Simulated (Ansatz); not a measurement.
**TiAl3: opening a crack plane**

TiAl3, Pm-3m, a = 3.948 Å. This isn't the usual stable structure of the compound. Ansatz: PBEsol, PAW, 420 eV, Γ-centred 12×12×4 mesh on 12 atoms, Gaussian smearing 0.15 eV; no spin polarisation. One cut on (100) per cell of 12 atoms is opened rigidly by x, between planes of Al+Ti and Al that stand 1.97 Å apart; y is the energy per area (15.589 Å², 1 eV/Å² = 16.02 J/m²).

```
x (Å) y (J/m²)
 0.00     0.000
 0.25     0.209
 0.50     0.673
 0.75         ?
 1.00     1.722
 1.50     2.461
 2.00     2.907
 3.00     3.268
 4.50     3.354
 6.00     3.359
```

Question: Fit the universal binding curve y = W[1 − (1 + x/l) e^(−x/l)] to the other rows, give the peak stress, and predict the missing value.

Answer: Least squares gives W = 3.38 J/m² and l = 0.585 Å. The stress dy/dx peaks at x = l with W/(e l) = 21.3 GPa, for rigid faces. At x = 0.75: x/l = 1.282, y = 1.240 J/m². The run gave 1.215 J/m², so the fit is 0.025 J/m² too high, within twice the rms miss on the fitted rows (0.020 J/m²).